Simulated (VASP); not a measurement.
# ZrC (Fm-3m) in VASP: a series of runs, part 3 of 3

VASP 6.6.1. The steps go on from the part before.

### 5 Single point, r2SCAN

The input, POSCAR:

```
ZrC
1.0
    0.0000000000      2.3502100000      2.3502100000
    2.3502100000      0.0000000000      2.3502100000
    2.3502100000      2.3502100000      0.0000000000
Zr C
1 1
Direct
    0.5000000000      0.5000000000      0.5000000000
    0.0000000000      0.0000000000      0.0000000000
```

The input, INCAR.step1:

```
ALGO = Normal ; EDIFF = 1E-4
ENCUT = 520 ; GGA = PE
ISMEAR = -1 ; LASPH = True
LCHARG = False ; LREAL = False
LWAVE = True ; NBANDS = 15
NELM = 80 ; PREC = Accurate
SIGMA = 0.05
```

The input, INCAR.step2:

```
ALGO = Normal ; EDIFF = 1E-7
ENCUT = 520 ; ISIF = 2
ISMEAR = -1 ; ISTART = 1
LASPH = True ; LCHARG = False
LMIXTAU = True ; LREAL = False
LWAVE = False ; METAGGA = R2SCAN
NBANDS = 15 ; NELM = 80
PREC = Accurate ; SIGMA = 0.05
```

The input, KPOINTS:

```
k-points
0
Gamma
  15 15 15
```

Potentials or basis: VASP PAW PBE potentials, release 64 (Zr_sv, C).

Started as:

```console
> cat potpaw_PBE.64/Zr_sv/POTCAR potpaw_PBE.64/C/POTCAR > POTCAR
> cp INCAR.step1 INCAR
> mpirun -np 1 vasp_std > vasp.out
> cp INCAR.step2 INCAR
> mpirun -np 1 vasp_std > vasp.out
```

OUTCAR:

```text
EDIFF = 1E-7
   ENCUT = 520
   ISIF = 2
   ISMEAR = -1
   ISTART = 1
   LASPH = True
   LREAL = False
   METAGGA = R2SCAN
   NELM = 80
   PREC = Accurate

 ion  position               nearest neighbor table
   1  0.500  0.500  0.500-   2 2.35   2 2.35   2 2.35   2 2.35   2 2.35   2 2.35
   2  0.000  0.000  0.000-   1 2.35   1 2.35   1 2.35   1 2.35   1 2.35   1 2.35

  LATTYP: Found a face centered cubic cell.
 ALAT       =     4.7004200000

  Lattice vectors:

 A1 = (   0.0000000000,   2.3502100000,   2.3502100000)
 A2 = (   2.3502100000,   0.0000000000,   2.3502100000)
 A3 = (   2.3502100000,   2.3502100000,   0.0000000000)

Analysis of symmetry for initial positions (statically):
=====================================================================
 Subroutine PRICEL returns:
 Original cell was already a primitive cell.

 Routine SETGRP: Setting up the symmetry group for a
 face centered cubic supercell.

 Subroutine GETGRP returns: Found 48 space group operations
 (whereof 48 operations were pure point group operations)
 out of a pool of 48 trial point group operations.

The static configuration has the point symmetry O_h .

Analysis of symmetry for dynamics (positions and initial velocities):
=====================================================================
 Subroutine PRICEL returns:
 Original cell was already a primitive cell.

 Routine SETGRP: Setting up the symmetry group for a
 face centered cubic supercell.

 Subroutine GETGRP returns: Found 48 space group operations
 (whereof 48 operations were pure point group operations)
 out of a pool of 48 trial point group operations.

The dynamic configuration has the point symmetry O_h .

 Subroutine INISYM returns: Found 48 space group operations
 (whereof 48 operations are pure point group operations),
 and found     1 'primitive' translations

----------------------------------------------------------------------------------------

                                     Primitive cell

  volume of cell :      25.9627

  direct lattice vectors                    reciprocal lattice vectors
     0.000000000  2.350210000  2.350210000    -0.212746946  0.212746946  0.212746946
     2.350210000  0.000000000  2.350210000     0.212746946 -0.212746946  0.212746946
     2.350210000  2.350210000  0.000000000     0.212746946  0.212746946 -0.212746946

  length of vectors
     3.323698856  3.323698856  3.323698856     0.368488520  0.368488520  0.368488520

  position of ions in fractional coordinates (direct lattice)
     0.500000000  0.500000000  0.500000000
     0.000000000  0.000000000  0.000000000

  ion indices of the primitive-cell ions
   primitive index   ion index
                 1           1
                 2           2

----------------------------------------------------------------------------------------

 KPOINTS: k-points

Automatic generation of k-mesh.
 Grid dimensions read from file:
 generate k-points for:   15   15   15

 Generating k-lattice:

  Cartesian coordinates                     Fractional coordinates (reciprocal lattice)
    -0.014183130  0.014183130  0.014183130     0.066666667  0.000000000  0.000000000
     0.014183130 -0.014183130  0.014183130     0.000000000  0.066666667  0.000000000
[... 42 lines left out ...]
   total plane-waves  NPLWV =  21952
   dimension x,y,z NGX =    28 NGY =   28 NGZ =   28
   dimension x,y,z NGXF=    56 NGYF=   56 NGZF=   56
   ions per type =               1   1
   NGX,Y,Z   is equivalent  to a cutoff of  14.01, 14.01, 14.01 a.u.
   NGXF,Y,Z  is equivalent  to a cutoff of  28.01, 28.01, 28.01 a.u.
 SYSTEM =  unknown system
   PREC   = accura    normal or accurate (medium, high low for compatibility)
   ISTART =      1    job   : 0-new  1-cont  2-samecut
   ICHARG =      0    charge: 1-file 2-atom 10-const
   ISPIN  =      1    spin polarized calculation?
   LNONCOLLINEAR =      F non collinear calculations
   LSORBIT =      F    spin-orbit coupling
   LASPH  =      T    aspherical Exc in radial PAW
   ENCUT  =  520.0 eV  38.22 Ry    6.18 a.u.   6.18  6.18  6.18*2*pi/ulx,y,z
   NELM   =     80;   NELMIN=  2; NELMDL=  0     # of ELM steps
   EDIFF  = 0.1E-06   stopping-criterion for ELM
   LREAL  =      F    real-space projection
   EDIFFG = 0.1E-05   stopping-criterion for IOM
   NSW    =      0    number of steps for IOM
   IBRION =     -1    ionic relax: 0-MD 1-quasi-New 2-CG
   NFREE  =      0    steps in history (QN), initial steepest desc. (CG)
   ISIF   =      2    stress and relaxation
   ISYM   =      2    0-nonsym 1-usesym 2-fastsym
   POTIM  = 0.5000    time-step for ionic-motion
   TEBEG  =    0.0;   TEEND  =   0.0 temperature during run
   PSTRESS=    0.0 pullay stress
   NELECT =      16.0000    total number of electrons
   NUPDOWN=      -1.0000    fix difference up-down
   EMIN   =  10.00;   EMAX   =-10.00  energy-range for DOS
   EFERMI =   0.00;   METHOD = LEGACY
   ISMEAR =    -1;   SIGMA  =   0.05  broadening in eV -4-tet -1-fermi 0-gaus
   EFERMI_NEDOS =   21; number of points for ismear=-14 and -15
   IALGO  =     38    algorithm
   IMIX   =      4    mixing-type and parameters
     AMIX     =   0.40;   BMIX     =  1.00
     AMIX_MAG =   1.60;   BMIX_MAG =  1.00
  volume/ion in A,a.u.               =      12.98        87.60
  Fermi-wavevector in a.u.,A,eV,Ry     =   1.393151  2.632673 26.407131  1.940869
  Thomas-Fermi vector in A             =   2.516825
   LORBIT       =      0    0 simple, 1 ext, 2 COOP (PROOUT), +10 PAW based schemes
   METAGGA = R2SCAN    functional components
   LHFCALC =     F    Hartree Fock is set to
   AEXX    =    0.0000 exact exchange contribution
   IVDW    =     0    specifies the selected vdW correction
   LEPSILON=     F    determine dielectric tensor
   LRPA    =     F    only Hartree local field effects (RPA)
 non-spin polarized calculation
  energy-cutoff  :      520.00
  volume of cell :       25.96
 maximum number of plane-waves:       725
 NGX is ok and might be reduce to    28
   NGX = 13   NGY = 13   NGZ = 13

 number of electron      16.0000000 magnetization

 Free energy of the ion-electron system (eV)
  ---------------------------------------------------
  ext. energy  EPLUGINS =         0.00000000
  ---------------------------------------------------
  free energy    TOTEN  =       -34.72418151 eV

  energy without entropy =      -34.72177993  energy(sigma->0) =      -34.72298072

 E-fermi :   9.6542     XC(G=0): -12.9430

 val. band max:        9.6345636811   @ k =   0.4667   0.4667   0.0000
 cond. band min:       9.6646984193   @ k =   0.2000   0.2000   0.0000
 fundamental gap:      0.0301347382
 Fermi energy:         9.6542431541

 k-point     1 :       0.0000    0.0000    0.0000
  band No.  band energies     occupation
      1     -40.1756      2.00000
      2     -17.1775      2.00000
      3     -17.1775      2.00000
      4     -17.1775      2.00000
      5      -2.3907      2.00000
      6      10.5708      0.00000
      7      10.5708      0.00000
      8      10.5708      0.00000
      9      10.9630      0.00000
     10      10.9630      0.00000
     11      10.9630      0.00000
     12      12.6137      0.00000
     13      12.6137      0.00000
     14      17.5952      0.00000
[... 401 lines left out ...]
      2     -17.4284      2.00000
      3     -17.2492      2.00000
      4     -17.2395      2.00000
      5      -1.5933      2.00000
      6       7.1609      2.00000
      7       8.9621      2.00000
      8       9.1812      1.99984
      9      10.3896      0.00000
     10      12.8025      0.00000
     11      13.2563      0.00000
     12      13.8484      0.00000
     13      15.8715      0.00000
     14      19.7536      0.00000
     15      22.9705      0.00000

 [... further k-points ...]

------------------------ aborting loop because EDIFF is reached ----------------------------------------

  FORCE on cell =-STRESS in cart. coord.  units (eV):
  Direction    XX          YY          ZZ          XY          YZ          ZX
  --------------------------------------------------------------------------------------
  -------------------------------------------------------------------------------------
  Total        0.3019620      0.3019620      0.3019620      0.0000000      0.0000000      0.0000000
  in kB       18.6342915     18.6342915     18.6342915      0.0000000      0.0000000      0.0000000
  external PRESSURE =      18.6342915 kB  Pullay stress =       0.0000000 kB

 VOLUME and BASIS-vectors are now :
 -----------------------------------------------------------------------------
  energy-cutoff  :      520.00
  volume of cell :       25.96
      direct lattice vectors                 reciprocal lattice vectors
     0.000000000  2.350210000  2.350210000    -0.212746946  0.212746946  0.212746946
     2.350210000  0.000000000  2.350210000     0.212746946 -0.212746946  0.212746946
     2.350210000  2.350210000  0.000000000     0.212746946  0.212746946 -0.212746946

 POSITION                                       TOTAL-FORCE (eV/Angst)
 -----------------------------------------------------------------------------------
      2.35021      2.35021      2.35021         0.000000     -0.000000      0.000000
      0.00000      0.00000      0.00000        -0.000000      0.000000     -0.000000
 -----------------------------------------------------------------------------------
    total drift:                                0.000000      0.000000      0.000000

  FREE ENERGIE OF THE ION-ELECTRON SYSTEM (eV)
  ---------------------------------------------------
  free  energy   TOTEN  =       -34.7241815104 eV

  energy  without entropy=      -34.7217799348  energy(sigma->0) =      -34.72298072
```

OUTCAR.step1:

```text
EDIFF = 1E-4
   ENCUT = 520
   GGA = PE
   ISMEAR = -1
   LASPH = True
[... 654 lines left out ...]
      2.35021      2.35021      2.35021        -0.000000     -0.000000     -0.000000
      0.00000      0.00000      0.00000         0.000000      0.000000      0.000000
 -----------------------------------------------------------------------------------
    total drift:                                0.000000      0.000000      0.000000

  FREE ENERGIE OF THE ION-ELECTRON SYSTEM (eV)
  ---------------------------------------------------
  free  energy   TOTEN  =       -19.4621529749 eV

  energy  without entropy=      -19.4596074519  energy(sigma->0) =      -19.46088021
```

OSZICAR.step1:

```text
N       E                     dE             d eps       ncg     rms          rms(c)
DAV:   1     0.100246468676E+03    0.10025E+03   -0.86354E+03  3608   0.108E+03
DAV:   2    -0.167072413413E+02   -0.11695E+03   -0.10933E+03  4510   0.288E+02
DAV:   3    -0.227990176157E+02   -0.60918E+01   -0.60541E+01  5909   0.553E+01
DAV:   4    -0.229296400211E+02   -0.13062E+00   -0.13051E+00  4430   0.606E+00
DAV:   5    -0.229314173695E+02   -0.17773E-02   -0.17773E-02  4721   0.588E-01    0.204E+01
DAV:   6    -0.195768982587E+02    0.33545E+01   -0.63720E+00  4232   0.227E+01    0.705E+00
DAV:   7    -0.194772542387E+02    0.99644E-01   -0.63284E-01  4108   0.591E+00    0.618E+00
DAV:   8    -0.195027449553E+02   -0.25491E-01   -0.34494E-01  4350   0.457E+00    0.529E+00
DAV:   9    -0.194636894282E+02    0.39056E-01   -0.63152E-02  4013   0.183E+00    0.107E+00
DAV:  10    -0.194621540377E+02    0.15354E-02   -0.71154E-03  4657   0.681E-01    0.876E-02
DAV:  11    -0.194621529749E+02    0.10628E-05   -0.18931E-04  3935   0.130E-01
   1 F= -.19462153E+02 E0= -.19460880E+02  d E =-.254552E-02
```

Wall time 2.9 min (1 thread of Intel Xeon Platinum 8488C (Sapphire Rapids), shared host); peak memory 0.19 GiB.

Results:

```
Free energy            : -34.7242 eV
Pressure               : 1.9 GPa
Band gap on the k mesh : none (metal or under the smearing width)
```

Caveat: the PAW data sets were made with another functional, which shifts forces and pressure a little.

### 6 The runs side by side

```tsv
level	potentials or basis	cell	k mesh	gap on the mesh (eV)	pressure (GPa)
PBE	VASP PAW PBE potentials, release 64 (Zr_sv, C)	xy shear strain of -1 %	15 × 15 × 15	none	1.4
PBE	VASP PAW PBE potentials, release 64 (Zr_sv, C)	as given	8 × 8 × 8	none	1.4
LDA	VASP PAW LDA potentials, release 64 (Zr_sv, C)	as given	15 × 15 × 15	none	-8.1
r2SCAN	VASP PAW PBE potentials, release 64 (Zr_sv, C)	as given	15 × 15 × 15	none	1.9
```

Alike in all rows: task single point; no spin polarisation; cutoff (eV) 520; smearing fermi-dirac 0.05 eV.

Caveats: the PAW data sets were made with another functional, which shifts forces and pressure a little (some runs).

Absolute energies hang on the potentials; compare differences alone.
